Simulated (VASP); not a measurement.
# PtSe2 (P-3m1) in VASP: relaxation of cell and atoms with LDA

Aim: the relaxation of cell and atoms of PtSe2 with LDA.

Program: VASP 6.6.1. These are calculated values, not measurements. Logs are shortened: lines on timing, memory, paths and dates and some standing lists are left out, and cuts for length are marked.

## (1) The crystal as given

The structure is trigonal, space group P-3m1 (No. 164). Conventional cell: a = 3.708 Å, b = 3.708 Å, c = 5.849 Å, α = 90.00°, β = 90.00°, γ = 120.00°. Pt (site symmetry -3m) is surrounded by 6 Se at 2.50 Å. Se (site symmetry 3m) has 3 Pt at 2.50 Å as nearest neighbours.

The cell is a database's computed one.

## (2) Relaxation of cell and atoms, LDA

Contents of INCAR:

```
SYSTEM = PtSe2
PREC = Accurate
ENCUT = 300
EDIFF = 1E-6
ISMEAR = 0
SIGMA = 0.02
LREAL = .False.
LASPH = .True.
NELM = 100
ALGO = Normal
ISIF = 3
LWAVE = .False.
LCHARG = .False.
IBRION = 2
NSW = 40
EDIFFG = -0.005
```

Contents of KPOINTS:

```
regular mesh
0
Gamma
  4 4 2
  0 0 0
```

Contents of POSCAR:

```
PtSe2
1.0
    3.7082278700      0.0000000000      0.0000000000
   -1.8541139300      3.2114195400      0.0000000000
    0.0000000000      0.0000000000      5.8486069200
Pt Se
1 2
Direct
    0.0000000000      0.0000000000      0.0000000000
    0.6666666700      0.3333333300      0.7796640600
    0.3333333300      0.6666666700      0.2203359400
```

Potentials or basis: VASP PAW LDA potentials, release 64 (Pt, Se).

Launch:

```sh
$ cat potpaw_LDA.64/Pt/POTCAR potpaw_LDA.64/Se/POTCAR > POTCAR
$ mpirun -np 1 vasp_std > vasp.out
```

OUTCAR:

```text
SYSTEM = PtSe2
   PREC = Accurate
   ENCUT = 300
   EDIFF = 1E-6
   ISMEAR = 0
   LREAL = .False.
   LASPH = .True.
   NELM = 100
   ISIF = 3
   IBRION = 2
   NSW = 40
   EDIFFG = -0.005

 ion  position               nearest neighbor table
   1  0.000  0.000  0.000-   2 2.50   3 2.50   3 2.50   2 2.50   2 2.50   3 2.50
   2  0.667  0.333  0.780-   1 2.50   1 2.50   1 2.50
   3  0.333  0.667  0.220-   1 2.50   1 2.50   1 2.50

  LATTYP: Found a hexagonal cell.
 ALAT       =     3.7082278700
 C/A-ratio  =     1.5771972826

  Lattice vectors:

 A1 = (   3.7082278700,   0.0000000000,   0.0000000000)
 A2 = (  -1.8541139300,   3.2114195400,   0.0000000000)
 A3 = (   0.0000000000,   0.0000000000,   5.8486069200)

Analysis of symmetry for initial positions (statically):
=====================================================================
 Subroutine PRICEL returns:
 Original cell was already a primitive cell.

 Routine SETGRP: Setting up the symmetry group for a
 hexagonal supercell.

 Subroutine GETGRP returns: Found 12 space group operations
 (whereof 12 operations were pure point group operations)
 out of a pool of 24 trial point group operations.

The static configuration has the point symmetry D_3d.

Analysis of symmetry for dynamics (positions and initial velocities):
=====================================================================
 Subroutine PRICEL returns:
 Original cell was already a primitive cell.

 Routine SETGRP: Setting up the symmetry group for a
 hexagonal supercell.

 Subroutine GETGRP returns: Found 12 space group operations
 (whereof 12 operations were pure point group operations)
 out of a pool of 24 trial point group operations.

The dynamic configuration has the point symmetry D_3d.

 Subroutine INISYM returns: Found 12 space group operations
 (whereof 12 operations are pure point group operations),
 and found     1 'primitive' translations

----------------------------------------------------------------------------------------

                                     Primitive cell

  volume of cell :      69.6492

  direct lattice vectors                    reciprocal lattice vectors
     3.708227870  0.000000000  0.000000000     0.269670591  0.155694388  0.000000000
    -1.854113930  3.211419540  0.000000000     0.000000000  0.311388776  0.000000000
     0.000000000  0.000000000  5.848606920     0.000000000  0.000000000  0.170980887

  length of vectors
     3.708227870  3.708227869  5.848606920     0.311388776  0.311388776  0.170980887

  position of ions in fractional coordinates (direct lattice)
     0.000000000  0.000000000  0.000000000
     0.666666670  0.333333330  0.779664060
     0.333333330  0.666666670  0.220335940

  ion indices of the primitive-cell ions
   primitive index   ion index
                 1           1
                 2           2
                 3           3

----------------------------------------------------------------------------------------

 KPOINTS: regular mesh

Automatic generation of k-mesh.
 Grid dimensions read from file:
 generate k-points for:    4    4    2

 Generating k-lattice:

  Cartesian coordinates                     Fractional coordinates (reciprocal lattice)
     0.067417648  0.038923597  0.000000000     0.250000000  0.000000000  0.000000000
     0.000000000  0.077847194  0.000000000     0.000000000  0.250000000  0.000000000
     0.000000000  0.000000000  0.085490444     0.000000000  0.000000000  0.500000000

  Length of vectors
     0.077847194  0.077847194  0.085490444

  Shift w.r.t. Gamma in fractional coordinates (k-lattice)
     0.000000000  0.000000000  0.000000000

 Subroutine IBZKPT returns following result:
 ===========================================

 Found      8 irreducible k-points:

 Following reciprocal coordinates:
            Coordinates               Weight
  0.000000  0.000000  0.000000      1.000000
  0.250000 -0.000000  0.000000      6.000000
  0.500000 -0.000000  0.000000      3.000000
  0.250000  0.250000  0.000000      6.000000
  0.000000  0.000000  0.500000      1.000000
  0.250000 -0.000000  0.500000      6.000000
  0.500000 -0.000000  0.500000      3.000000
  0.250000  0.250000  0.500000      6.000000
   k-points           NKPTS =      8   k-points in BZ     NKDIM =      8   number of bands    NBANDS=     15
   number of dos      NEDOS =    301   number of ions     NIONS =      3
   total plane-waves  NPLWV =  20736
   dimension x,y,z NGX =    24 NGY =   24 NGZ =   36
   dimension x,y,z NGXF=    48 NGYF=   48 NGZF=   72
   ions per type =               1   2
   NGX,Y,Z   is equivalent  to a cutoff of  10.76, 10.76, 10.23 a.u.
   NGXF,Y,Z  is equivalent  to a cutoff of  21.52, 21.52, 20.47 a.u.
 SYSTEM =  PtSe2
   PREC   = accura    normal or accurate (medium, high low for compatibility)
   ISTART =      0    job   : 0-new  1-cont  2-samecut
   ICHARG =      2    charge: 1-file 2-atom 10-const
   ISPIN  =      1    spin polarized calculation?
   LNONCOLLINEAR =      F non collinear calculations
   LSORBIT =      F    spin-orbit coupling
   LASPH  =      T    aspherical Exc in radial PAW
   ENCUT  =  300.0 eV  22.05 Ry    4.70 a.u.   5.24  5.24  8.26*2*pi/ulx,y,z
   NELM   =    100;   NELMIN=  2; NELMDL= -5     # of ELM steps
   EDIFF  = 0.1E-05   stopping-criterion for ELM
   LREAL  =      F    real-space projection
   EDIFFG = -.5E-02   stopping-criterion for IOM
   NSW    =     40    number of steps for IOM
   IBRION =      2    ionic relax: 0-MD 1-quasi-New 2-CG
   NFREE  =      1    steps in history (QN), initial steepest desc. (CG)
   ISIF   =      3    stress and relaxation
   ISYM   =      2    0-nonsym 1-usesym 2-fastsym
   POTIM  = 0.5000    time-step for ionic-motion
   TEBEG  =    0.0;   TEEND  =   0.0 temperature during run
   PSTRESS=    0.0 pullay stress
   NELECT =      22.0000    total number of electrons
   NUPDOWN=      -1.0000    fix difference up-down
   EMIN   =  10.00;   EMAX   =-10.00  energy-range for DOS
   EFERMI =   0.00;   METHOD = LEGACY
   ISMEAR =     0;   SIGMA  =   0.02  broadening in eV -4-tet -1-fermi 0-gaus
   EFERMI_NEDOS =   21; number of points for ismear=-14 and -15
   IALGO  =     38    algorithm
   IMIX   =      4    mixing-type and parameters
     AMIX     =   0.40;   BMIX     =  1.00
     AMIX_MAG =   1.60;   BMIX_MAG =  1.00
  volume/ion in A,a.u.               =      23.22       156.67
  Fermi-wavevector in a.u.,A,eV,Ry     =   1.114920  2.106894 16.912680  1.243047
  Thomas-Fermi vector in A             =   2.251520
   LORBIT       =      0    0 simple, 1 ext, 2 COOP (PROOUT), +10 PAW based schemes
   GGA     = CA    functional components
   LHFCALC =     F    Hartree Fock is set to
   AEXX    =    0.0000 exact exchange contribution
   IVDW    =     0    specifies the selected vdW correction
   LEPSILON=     F    determine dielectric tensor
   LRPA    =     F    only Hartree local field effects (RPA)
 conjugate gradient relaxation of ions
 non-spin polarized calculation
 Gauss-broadening in eV      SIGMA  =   0.02
  energy-cutoff  :      300.00
  volume of cell :       69.65
 maximum number of plane-waves:       840
 NGX is ok and might be reduce to    24
   NGX = 11   NGY = 11   NGZ = 17

--------------------------------------- Ionic step        1  -------------------------------------------

 number of electron      21.9999993 magnetization

 Free energy of the ion-electron system (eV)
  ---------------------------------------------------
  ext. energy  EPLUGINS =         0.00000000
  ---------------------------------------------------
  free energy    TOTEN  =       -16.94689364 eV

  energy without entropy =      -16.94689364  energy(sigma->0) =      -16.94689364

 E-fermi :   4.5415     XC(G=0): -10.0855

 val. band max:        4.4438369519   @ k =   0.0000   0.0000   0.0000
 cond. band min:       5.1625849356   @ k =   0.2500   0.2500   0.0000
 fundamental gap:      0.7187479837
 Fermi energy:         4.5415393538

 k-point     1 :       0.0000    0.0000    0.0000
  band No.  band energies     occupation
      1     -10.3268      2.00000
      2      -8.1706      2.00000
      3      -1.6585      2.00000
      4      -1.3489      2.00000
      5      -1.3489      2.00000
      6       1.0133      2.00000
      7       1.0133      2.00000
      8       2.4805      2.00000
      9       3.9862      2.00000
     10       3.9862      2.00000
     11       4.4438      2.00000
     12       6.8951      0.00000
     13       6.8951      0.00000
     14       8.6080      0.00000
[... 229 lines left out ...]
  FREE ENERGIE OF THE ION-ELECTRON SYSTEM (eV)
  ---------------------------------------------------
  free  energy   TOTEN  =       -16.9581430944 eV

  energy  without entropy=      -16.9581430944  energy(sigma->0) =      -16.95814309

 E-fermi :  10.0852     XC(G=0): -12.3510

 val. band max:        9.4532068717   @ k =   0.2500  -0.0000   0.5000
 cond. band min:      10.0913074474   @ k =   0.5000  -0.0000   0.5000
 fundamental gap:      0.6381005757
 Fermi energy:        10.0852160435

 k-point     1 :       0.0000    0.0000    0.0000
  band No.  band energies     occupation
      1      -7.6901      2.00000
      2      -1.4784      2.00000
      3       2.3187      2.00000
      4       2.3187      2.00000
      5       2.3889      2.00000
      6       5.9165      2.00000
      7       5.9165      2.00000
      8       7.7908      2.00000
      9       8.5938      2.00000
     10       8.5938      2.00000
     11      10.2542      0.00000
     12      10.2542      0.00000
     13      10.7096      0.00000
     14      13.1633      0.00000
[... 113 lines left out ...]
      2      -4.1337      2.00000
      3       1.4569      2.00000
      4       1.8173      2.00000
      5       3.6895      2.00000
      6       4.2973      2.00000
      7       5.5182      2.00000
      8       6.7332      2.00000
      9       6.9265      2.00000
     10       7.0170      2.00000
     11       7.8491      2.00000
     12      12.4363      0.00000
     13      13.4657      0.00000
     14      15.3211      0.00000
     15      16.7374      0.00000

[... ionic steps 4 to 33 ...]

--------------------------------------- Ionic step       34  -------------------------------------------

 number of electron      21.9999993 magnetization

------------------------ aborting loop because EDIFF is reached ----------------------------------------
[... 69 lines left out ...]
--------------------------------------- Ionic step       36  -------------------------------------------

 number of electron      21.9999993 magnetization

 Free energy of the ion-electron system (eV)
  ---------------------------------------------------
  ext. energy  EPLUGINS =         0.00000000
  ---------------------------------------------------
  free energy    TOTEN  =       -17.17876977 eV

  energy without entropy =      -17.17744473  energy(sigma->0) =      -17.17810725

 E-fermi :   7.2114     XC(G=0): -11.1702

 val. band max:        6.1807763235   @ k =   0.2500   0.2500   0.0000
 cond. band min:       7.2250747268   @ k =   0.2500   0.2500   0.0000
 fundamental gap:      1.0442984033
 Fermi energy:         7.2113933198

 k-point     1 :       0.0000    0.0000    0.0000
  band No.  band energies     occupation
      1      -8.8795      2.00000
      2      -5.6552      2.00000
      3      -0.3251      2.00000
      4       0.5410      2.00000
      5       0.5410      2.00000
      6       3.0774      2.00000
      7       3.0774      2.00000
      8       4.4952      2.00000
      9       5.9859      2.00000
     10       5.9859      2.00000
     11       7.8069      0.00000
     12       8.1774      0.00000
     13       8.1774      0.00000
     14      10.2177      0.00000
[... 155 lines left out ...]
  FREE ENERGIE OF THE ION-ELECTRON SYSTEM (eV)
  ---------------------------------------------------
  free  energy   TOTEN  =       -17.1787697684 eV

  energy  without entropy=      -17.1774447337  energy(sigma->0) =      -17.17810725

 reached required accuracy - stopping structural energy minimisation
```

Wall time 96 s (1 thread of Intel Xeon Platinum 8259CL at 2.50GHz (Skylake/Cascade Lake), shared host); peak memory 0.14 GiB.

What came out:

```
Free energy                            : -17.1788 eV
Relaxed volume                         : 19.37 Å³/atom
Relaxed cell                           : a = 3.737 Å, b = 3.737 Å, c = 4.804 Å, α = 90.00°, β = 90.00°, γ = 120.00°
Space group after relaxing (to 0.05 Å) : P-3m1 (No. 164)
Energy gained by relaxing              : 77.3 meV/atom
Ionic steps                            : 36
Pressure after relaxing                : 0.0 GPa
Band gap on the k mesh                 : none (metal or under the smearing width)
```

Forces in eV/Å, atoms in the order of the input:
```
Pt   0.000  0.000  0.000
Se   0.000  0.000 -0.002
Se   0.000  0.000  0.002
```

Step by step:
```csv
step,energy change (eV),largest force (eV/Å),pressure (GPa),volume (Å³)
1,0.0000,0.0336,-2.07,69.65
2,-0.0015,0.6674,2.79,66.67
3,-0.0112,0.3546,0.34,68.08
4,-0.0309,0.3824,0.38,67.16
5,-0.0903,0.4788,0.72,64.37
6,-0.1873,0.7798,3.35,58.66
7,0.8764,0.4701,28.08,46.72
8,-0.0693,1.5784,7.82,57.96
9,0.0625,1.2625,14.21,52.42
10,-0.0471,1.6445,9.81,56.17
11,-0.0305,1.5723,11.00,54.92
12,-0.0321,1.5527,10.97,54.88
13,-0.0364,1.4944,10.83,54.74
14,-0.0426,1.3760,10.60,54.46
15,-0.0443,1.1315,10.30,53.90
16,-0.0519,1.1105,9.91,54.02
17,-0.0733,1.0458,8.88,54.38
18,-0.1100,0.9189,6.84,55.10
19,-0.1603,0.6720,3.15,56.55
20,-0.1779,0.2058,-2.99,59.51
21,-0.1833,0.3472,-1.24,58.58
22,-0.1881,0.3308,-1.19,58.58
23,-0.2009,0.2807,-1.05,58.57
24,-0.2200,0.1779,-0.78,58.53
25,-0.2305,0.0344,-0.20,58.41
26,-0.2314,0.0142,-0.35,58.44
27,-0.2314,0.0076,-0.32,58.44
28,-0.2316,0.0333,0.01,58.30
29,-0.2316,0.0358,0.00,58.29
30,-0.2316,0.0398,0.07,58.27
31,-0.2317,0.0350,0.08,58.23
32,-0.2318,0.0206,0.12,58.12
33,-0.2317,0.0084,0.15,57.91
34,-0.2319,0.0136,0.12,58.07
35,-0.2318,0.0137,-0.19,58.17
36,-0.2319,0.0024,0.01,58.11
```

Final structure:
```yaml
crystal:
  lattice:
    - [3.73723, 0.00000, 0.00000]
    - [-1.86861, 3.23654, 0.00000]
    - [0.00000, 0.00000, 4.80397]
  atoms:
    - { symbol: Pt, position: [0.00000, 0.00000, 0.00000] }
    - { symbol: Se, position: [0.66667, 0.33333, 0.73723] }
    - { symbol: Se, position: [0.33333, 0.66667, 0.26277] }
```

Caveat: the k mesh is coarse (spacing up to 0.54 Å⁻¹), so the values aren't converged; the volume moved by over 15 % at a fixed basis, so the end points are rough. The run has no spin-orbit coupling, so splittings on Pt are missing.
